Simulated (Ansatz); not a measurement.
# InP (F-43m): spin-orbit coupling beyond the local functionals

Aim: the spin-orbit change of the gap of InP (F-43m).

Calculated with Ansatz 0.2.0; density functionals with and without spin-orbit coupling, plane waves, PAW.

## (1) Starting point

The structure is cubic, space group F-43m (No. 216). Conventional cell: a = 5.869 Å, b = 5.869 Å, c = 5.869 Å, α = 90.00°, β = 90.00°, γ = 90.00°. Nearest to In lie 4 P at 2.54 Å. P has 4 In at 2.54 Å nearest. Farther neighbours are not listed.

The cell and positions come from the Crystallography Open Database and are kept as given unless a step says otherwise.

## (2) HSE06, 4×4×4 mesh

This step: DFT, HSE06, plane waves, PAW; PAW set soft_1.

Contents of input.yaml:

```yaml
crystal:
  lattice:
    - [0.0, 2.93435, 2.93435]
    - [2.93435, 0.0, 2.93435]
    - [2.93435, 2.93435, 0.0]
  atoms:
    - { symbol: In, position: [0.0, 0.0, 0.0] }
    - { symbol: P, position: [0.25, 0.25, 0.25] }
kpoints:
  mp_grid: { grid: [4, 4, 4] }
  band_path:
    path:
      - [0.0, 0.0, 0.0]
      - [-0.5, -0.5, 0.0]
      - [-0.375, -0.375, 0.25]
      - [-0.375, 0.0, 0.375]
      - [0.0, 0.0, 0.5]
      - [-0.5, -0.25, 0.25]
    npoints: 1
hamiltonian:
  xc: hse06
  pseudopotentials: { kind: paw, azcp: { folder: soft_1 } }
scf:
  occupations: { method: fixed }
  n_extra_bands: 4
output:
  eigenvalues: true
```

Run with:

```
> ansatz run input.yaml --threads 3 --pin off --max-ram 92160MiB --backend cuda --events-out ev --progress --plain --runs-dir out --devices 1 --max-vram 13GiB
```

Numbers of over 12 decimals in the logs are rounded to 6 here.

The log of the run:

```text
scf.n_extra_bands = 4 over 9 filled bands (N_el = 18.0): the run solves 13 bands
GPUs: using 1 of 1 available (devices: 1).
Engine: ansatz 0.2.0, x86_64-unknown-linux-gnu
Pseudopotentials: kind: paw
Pseudopotential: In, paw, valence charge 13, recommended cutoff 420 eV (normal), soft_1/In.paw.azcp
Pseudopotential: P, paw, valence charge 5, recommended cutoff 420 eV (normal), soft_1/P.paw.azcp
Functional definition: HSE06
  parameter a = 0.25
  parameter omega = 0.11/bohr
  exchange = pbe_x - a*pbe_x_sr(omega) + a*exact_x_sr(omega)
  correlation = pbe_c
davidson cushion auto → on  (no smearing: the cushion is to keep the highest requested band from converging to the state above it; pin scf.eigensolver.cushion to override)
device memory: the entry about to start is reckoned to put 0.8 GiB on a device that reports 53.6 GiB free (of which the cap on the GPU budget leaves the run 13.0 GiB)
GPU FFT provider: cuFFT
GPU libraries: cuBLAS 13.8.2, cuFFT 12.4.0, cuSOLVER 12.3.4
Crystal: 2 atoms, lattice volume = 50.532 Å³
Basis set: ecut = 420 eV, 965 PW (Γ)
Bands: 13, of which v1, the nominal top of the filled ones, is band 9 counted from 1 (8 counted from 0)
Symmetry: 24 space group operations
Space group: F-43m (ITA 216), of the structure as read, at distance tolerance 3.7e-5 Å
k-points: 8 of 64 (time reversal used)
Non-local potential: In, projectors of the file, l = 0: 2, l = 1: 2, l = 2: 2, l = 3: 1
Non-local potential: P, projectors of the file, l = 0: 2, l = 1: 2, l = 2: 1
PAW form: soft (Blöchl's): semilocal exchange-correlation on the pseudo side does not see the compensation charge
PAW frozen core: In, regenerated for the run's functional, and the local potential with it (the file was generated under x = pbe(κ = 0.804, μ = 0.219515), c = pbe(β = 0.066725))
PAW frozen core: P, regenerated for the run's functional, and the local potential with it (the file was generated under x = pbe(κ = 0.804, μ = 0.219515), c = pbe(β = 0.066725))
PAW one-centre angular grid: In, 590 points (default); XC on 64 Gauss nodes
PAW one-centre angular grid: P, 110 points (default); XC on 64 Gauss nodes
Initial density: superposition of atomic densities (chi_scale 0.1, normalization cell, long waves kept (reshape's long-wave potential 0.00 eV rms))
Initial wavefunctions: pseudopotential atomic-orbital guess
GPU buffer pool allocated for 27000 grid points (all kernels)
GPU transforms: local potential and band sums: pruned to the plane-wave sphere, on 27×27×27
Functional: x = pbe(κ = 0.804, μ = 0.219515), c = pbe(β = 0.066725), warm-up for x = pbe(κ = 0.804, μ = 0.219515) + 0.25 (exact − pbe) at short range (hse, ω = 0.207870 Å⁻¹), c = pbe(β = 0.066725); HSE06 as pw.x's `hse` composes it (authors' and Libxc's form: `xc: wpbeh`)
[...]
GPU libraries: cuBLAS 13.8.2, cuFFT 12.4.0, cuSOLVER 12.3.4
GPU buffer pool allocated for 27000 grid points (all kernels)
GPU transforms: local potential and band sums: pruned to the plane-wave sphere, on 27×27×27
Exchange kernel: α = 0.2500, screened, ω = 0.2079 Å⁻¹, Wigner–Seitz truncation, v(0) = 1031.6049 eV·Å³, q-mesh 4×4×4, nearest image of the exchange supercell L = 16.60 Å, pair-density grid 15×15×15, without the augmentation charges, whose exchange is taken in its separable form by FFT convolution over the k-point mesh (sized by the pseudopotential files, 24×24×24 at the most), smooth part of the exact exchange by density-matrix convolution in up to 1.20 GiB of GPU memory as planned if the GPU has room (build and FFT work areas not counted)
Frozen-core exchange: fock
SCF iter   1: F=—  HF=-6358.484186 eV  |F-HF|=—  |Δ(HF+E_count)|=         —  Δρ=3.10e-5  dr2=4.08e-7  ethr=3.14e-7  ⟨swp⟩=2.4  Hψ=244  notcnv=0
preconditioner: auto → none  [insulator: Δε(μ)=1.509 eV  Ē_g=16.714 eV  n_scr=14 (ndim 8)  ℏωp=22.2 eV  f_vac=0.019]
iter 2 solved again at ethr=2.17e-11 eV; its pass at ethr=1.65e-9 eV (dr2=3.90e-9 eV) is discarded
SCF iter   2: F=-6358.484186 eV  HF=-6358.484186 eV  |F-HF|=1.34e-9  |Δ(HF+E_count)|=   1.37e-7  Δρ=5.98e-6  dr2=3.70e-8  ethr=2.17e-11  ⟨swp⟩=4.1  Hψ=710  notcnv=0  defer=5
SCF 3 converged in 2 iterations: F = -6358.484186 eV  dr2 = 3.70e-8
hybrid outer 2: dexx = +1.774e-7 eV, tail = 1.01e-7 eV, Δε = 1.25e-3 eV (about 1.74e-4 eV left of the loop's levels)
device memory: the entry about to start is reckoned to put 0.3 GiB on a device that reports 47.8 GiB free (of which the cap on the GPU budget leaves the run 13.0 GiB)
NSCF: frozen V_eff on 6 k-points
hybrid SCF converged: 2 outer / 7 inner (+5 warm-up), last move |dexx| = 1.77e-7 eV, tail = 1.01e-7 eV
Stability not checked: this state was not tested for a lower state beside it, because the functional holds exact exchange (a hybrid, or Hartree-Fock), whose exchange loop this test does not read (fock_operator; see scf.lower_state_search)
Free energy (F): -6358.484187 eV
Frozen-core exchange: fock
Harris-Foulkes:  -6358.484187 eV  (|F-HF|=1.34e-9)
Internal energy: -6358.484187 eV  (E = F + TS)
E sigma→0 (E₀):  -6358.484187 eV
Fermi energy:    6.580454 eV
--- Per-component energies (eV) ---
  E_band       = -80.297219
  E_kinetic    = 288.238562
  E_local      = -1333.503864  (includes V_loc(G=0)·N_el)
  E_nonlocal   = 357.919472
  E_hartree    = 536.884330
  E_xc         = -172.862807
  E_vxc        = -120.775302  (∫ρ·V_xc dr)
  E_exx        = -40.523289  (= α·E_x^exact, valence–valence)
  E_paw        = -4775.965661  (= ΣΔE_a)
  E_vpaw       = -264.897184  (= ΣTr[D̂ρ^β])
  E_aug_tail   = 0.000157  (compensation charges beyond the density's cutoff)
  E_ewald      = -1219.106662
  E_core_change = 0.435575  (= ΣΔE_core)
  E_smearing   = -0.000000  (= −TS)
  E_closure    = -0.000000  (closes the sum)
  Σ components = -6358.484187   (vs F -6358.484187, Δ=9.09e-13)
--- Band table (eV; the first three rows and the last of 8) ---
  k-point 0: bands = [... 5 lower, -6.1100, 6.5805, 6.5805, 6.5805, 8.0893, 11.4944, 11.4944, 11.4944]
  k-point 1: bands = [... 5 lower, -5.3796, 2.9130, 5.9818, 5.9818, 9.1673, 12.2399, 12.2399, 12.8172]
  k-point 2: bands = [... 5 lower, -4.2493, 0.3627, 5.5262, 5.5262, 8.8461, 12.2291, 12.2291, 14.6105]
  k-point 7: bands = [... 5 lower, -3.4585, 0.5422, 3.3796, 3.4543, 11.6228, 11.9697, 13.0710, 13.6134]
```

It took 9.5 s on 1 × NVIDIA H100 80GB HBM3 (shared by 6 runs) with 3 threads of AMD EPYC 7R13 (Zen 3), shared host; peak memory 1 GiB; 8.9 s of CPU time.

This step gave:

```
gap                     : 1.509 eV
valence top at          : Γ
conduction bottom at    : Γ
least direct gap        : 1.509 eV
exact-exchange fraction : 0.25
```

The gap is direct, at Γ.

## (3) HSE06+SOC, 4×4×4 mesh

The many-body steps leave out spin-orbit coupling, so its effect is taken from a two-component run, with twice the bands.

This step: DFT, HSE06 with spin-orbit coupling, plane waves, PAW; PAW set soft_1.

input.yaml, the sections that differ from step 2:

```yaml
hamiltonian:
  xc: hse06
  pseudopotentials: { kind: paw_fr, azcp: { folder: soft_1 } }
scf:
  occupations: { method: fermi_dirac, width: 0.02 }
  n_extra_bands: 8
magnetization:
  noncollinear: true
  spin_orbit: true
# crystal, kpoints, output: as in step 2
```

The log of the run:

```text
[...]
GPUs: using 1 of 1 available (devices: 1).
[...]
non-collinear run that drives no moment, with spin-orbit: no starting moment large enough to seed its density (crystal.atoms[].spin), no starting occupations that ask for one, no magnetisation constraint and no magnetic field, so the semilocal B_xc is pinned to zero
[...]
GPU FFT provider: cuFFT
GPU libraries: cuBLAS 13.8.2, cuFFT 12.4.0, cuSOLVER 12.3.4
Crystal: 2 atoms, lattice volume = 50.532 Å³
Basis set: ecut = 420 eV, 965 PW (Γ)
Bands: 26, of which v1, the nominal top of the filled ones, is band 18 counted from 1 (17 counted from 0)
Symmetry: 24 space group operations + 24 with time reversal
[...]
k-points: 8 of 64 (time reversal used)
Projection manifold: j_resolved (fully-relativistic pseudo-atomic orbitals)
[...]
GPU buffer pool allocated for 27000 grid points (all kernels)
[...]
SCF iter   1: F=—  HF=-6356.087093 eV  |F-HF|=—  |Δ(HF+E_count)|=         —  Δρ=3.57e-2  dr2=9.25e-1  dr2_m=0.00e0 (ungated)  ethr=1.00e-1  |M|=0.00e0 ∫|m|=0.00e0 μB  |m|>n=0.0e0 m-floor=0.0e0 τ_xc=0.0e0  β_m=0.30  ⟨swp⟩=4.5  Hψ=794  notcnv=0
[...]
SCF iter   6: F=-6355.869547 eV  HF=-6355.869568 eV  |F-HF|=2.13e-5  |Δ(HF+E_count)|=   1.64e-5  Δρ=1.93e-4  dr2=2.97e-5  dr2_m=0.00e0 (ungated)  ethr=3.82e-7  |M|=0.00e0 ∫|m|=0.00e0 μB  |m|>n=0.0e0 m-floor=0.0e0 τ_xc=0.0e0  ⟨swp⟩=3.9  Hψ=463  notcnv=0  defer=2
SCF 1 stopped early in 6 iterations: F = -6355.869547 eV  dr2 = 2.97e-5
[...]
GPU FFT provider: cuFFT
GPU libraries: cuBLAS 13.8.2, cuFFT 12.4.0, cuSOLVER 12.3.4
Projection manifold: j_resolved (fully-relativistic pseudo-atomic orbitals)
[...]
GPU buffer pool allocated for 27000 grid points (all kernels)
[...]
Frozen-core exchange: fock
SCF iter   1: F=—  HF=-6356.511843 eV  |F-HF|=—  |Δ(HF+E_count)|=         —  Δρ=4.63e-3  dr2=6.94e-3  dr2_m=0.00e0 (ungated)  ethr=1.65e-6  |M|=0.00e0 ∫|m|=0.00e0 μB  |m|>n=0.0e0 m-floor=0.0e0 τ_xc=0.0e0  β_m=0.30  ⟨swp⟩=7.1  Hψ=1127  notcnv=0
[...]
SCF iter   7: F=-6356.514878 eV  HF=-6356.514878 eV  |F-HF|=4.20e-7  |Δ(HF+E_count)|=   5.67e-6  Δρ=2.63e-5  dr2=1.58e-6  dr2_m=0.00e0 (ungated)  ethr=4.19e-8  |M|=0.00e0 ∫|m|=0.00e0 μB  |m|>n=0.0e0 m-floor=0.0e0 τ_xc=0.0e0  ⟨swp⟩=3.0  Hψ=402  notcnv=0
SCF 2 stopped early in 7 iterations: F = -6356.514878 eV  dr2 = 1.58e-6
[...]
hybrid outer 1: dexx = +5.723e-3 eV, tail = 8.57e-6 eV
GPU FFT provider: cuFFT
GPU libraries: cuBLAS 13.8.2, cuFFT 12.4.0, cuSOLVER 12.3.4
Projection manifold: j_resolved (fully-relativistic pseudo-atomic orbitals)
GPU buffer pool allocated for 27000 grid points (all kernels)
[...]
Frozen-core exchange: fock
SCF iter   1: F=—  HF=-6356.514739 eV  |F-HF|=—  |Δ(HF+E_count)|=         —  Δρ=3.14e-5  dr2=7.00e-7  dr2_m=0.00e0 (ungated)  ethr=2.38e-7  |M|=0.00e0 ∫|m|=0.00e0 μB  |m|>n=0.0e0 m-floor=0.0e0 τ_xc=0.0e0  β_m=0.30  ⟨swp⟩=4.9  Hψ=525  notcnv=0
[...]
SCF iter   2: F=-6356.514739 eV  HF=-6356.514739 eV  |F-HF|=2.81e-9  |Δ(HF+E_count)|=   4.49e-8  Δρ=6.70e-6  dr2=2.97e-8  dr2_m=0.00e0 (ungated)  ethr=7.82e-11  |M|=0.00e0 ∫|m|=0.00e0 μB  |m|>n=0.0e0 m-floor=0.0e0 τ_xc=0.0e0  ⟨swp⟩=3.6  Hψ=983  notcnv=0
SCF 3 converged in 2 iterations: F = -6356.514739 eV  dr2 = 2.97e-8
[...]
NSCF: frozen V_eff on 6 k-points
[...]
Magnetization: |M| = 0.0000 μB,  M = (+0.0000, +0.0000, +0.0000) μB
Absolute magnetization: 0.0000 μB (∫|m|)
  site 0: m = (+0.0000, +0.0000, +0.0000) μB, |m| = 0.0000 μB  (R = 1.05 Å)
  site 1: m = (+0.0000, +0.0000, +0.0000) μB, |m| = 0.0000 μB  (R = 1.05 Å)
Free energy (F): -6356.514739 eV
Frozen-core exchange: fock
[...]
Internal energy: -6356.514739 eV  (E = F + TS)
E sigma→0 (E₀):  -6356.514739 eV
Fermi energy:    7.359794 eV
[...]
--- Band table (eV; the first three rows and the last of 8) ---
  k-point 0: bands = [... 14 lower, 6.6161, 6.6161, 6.6161, 6.6161, 8.0896, 8.0896, 11.1809, 11.1809, ... 4 higher]
  k-point 1: bands = [... 14 lower, 5.9231, 5.9231, 6.0247, 6.0389, 9.1636, 9.1636, 12.0962, 12.0962, ... 4 higher]
  k-point 2: bands = [... 14 lower, 5.4579, 5.4579, 5.5843, 5.5843, 8.8453, 8.8453, 12.1439, 12.1439, ... 4 higher]
  k-point 7: bands = [... 14 lower, 3.3009, 3.3796, 3.4467, 3.5224, 11.6204, 11.6253, 11.9570, 11.9832, ... 4 higher]
```

Run time: 23 s. Hardware: 1 × NVIDIA H100 80GB HBM3 (shared by 6 runs) with 3 threads; peak memory 1.3 GiB.

This step gave:

```
gap                     : 1.474 eV
valence top at          : Γ
conduction bottom at    : Γ
least direct gap        : 1.474 eV
exact-exchange fraction : 0.25
```

The gap stands −0.04 eV against HSE06.

## (4) Together

Times are wall times on 1 × NVIDIA H100 80GB HBM3 (shared by 6 runs) with 3 threads of AMD EPYC 7R13 (Zen 3), shared host, good to a factor of about two.

```csv
level,gap (eV),with coupling (eV),change (eV),time,with coupling
HSE06,1.51,1.47,−0.04,9.5 s,23 s
```

## (5) Results

```yaml
hse06: 1.51 eV
hse06_soc: 1.47 eV
```

Spin-orbit coupling changes the gap by −0.04 eV and the least direct gap by −0.04 eV.

[Paths, hosts, dates, memory and timing lines, banners, echoed tables and standing remarks are left out of the program output.]

[Logs are printed without paths, hosts, clocks, repeated set-up lines and the standing remarks that a program may print on its own settings, such as how far it seeks lower states.]

[Runs of the session that timed out or met a known fault of the program may be left out.]

[Cells called generated may have been cut or substituted from an entry of the Crystallography Open Database or the Materials Project.]

[Hosts, paths, dates, database ids (printed as entryN), source tags and the programs' standing remarks are cut or masked in the printed files.]
